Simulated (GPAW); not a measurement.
Runs of GPAW 26.7.0 on SiC (Moissanite). It takes space group P6_3mc (No. 186, hexagonal). The conventional cell has a = 3.076 Å, b = 3.076 Å, c = 5.048 Å, α = 90.00°, β = 90.00°, γ = 120.00°. Si (site symmetry 3m) is surrounded by 4 C at 1.87 to 1.94 Å. Around C (site symmetry 3m) lie 4 Si at 1.87 to 1.94 Å. 

| task | level | potentials or basis | cell | cutoff (eV) | band path | band points | optimizer | fmax | max steps | grid spacing | gap on the mesh (eV) | pressure (GPa) | relaxed volume (Å³/atom) | largest force (eV/Å) |
| --- | --- | --- | --- | --- | --- | --- | --- | --- | --- | --- | --- | --- | --- | --- |
| band structure | BEEF-vdW | GPAW PAW data sets (gpaw-data 1.2.1), pw | as given | 800 | GMKGALHA,LM,KH | 60 | - | - | - | - | - | - | - | 0.77 |
| band structure | LDA | PAW data sets generated in the run's folder for this functional, pw | as given | 800 | GMKGALHA,LM,KH | 60 | - | - | - | - | - | -2.8 | - | 0.74 |
| band structure | optPBE-vdW | GPAW PAW data sets (gpaw-data 1.2.1), pw | as given | 800 | GMKGALHA,LM,KH | 60 | - | - | - | - | - | - | - | 0.79 |
| band structure | TASK | GPAW PAW data sets (gpaw-data 1.2.1), pw | as given | 800 | GMKGALHA,LM,KH | 60 | - | - | - | - | - | 8.8 | - | 0.81 |
| relaxation of cell and atoms | r2SCAN+D3(BJ) | GPAW PAW data sets (gpaw-data 1.2.1), pw | relaxed | 800 | - | - | LBFGS | 0.02 eV/Å | 100 | - | (a) | -0.1 | 10.29 | 0.02 |
| relaxation of cell and atoms | RPBE | the program's PAW data sets (release 1.2.1) made for this functional, pw | relaxed | 800 | - | - | LBFGS | 0.01 eV/Å | 60 | - | (b) | 0.0 | 10.72 | - |
| relaxation of cell and atoms | PW91+D4 | PAW data sets generated in the run's folder for this functional, pw | relaxed to 10 GPa | 800 | - | - | LBFGS | 0.02 eV/Å | 40 | - | 2.56 | 9.9 | - | 0.01 |

Alike in all rows: no spin polarisation; k mesh 7 × 7 × 4; smearing fermi-dirac 0.05 eV.

Task: Fill in the values left out.

Result: (a) 3.00; (b) 2.67.

Caveats: the PAW data sets were made with another functional, which shifts forces and pressure a little (some runs); later steps reuse the first step's grids (some runs); an odd mesh through Γ misses points on the zone boundary, where band edges often lie (some runs).
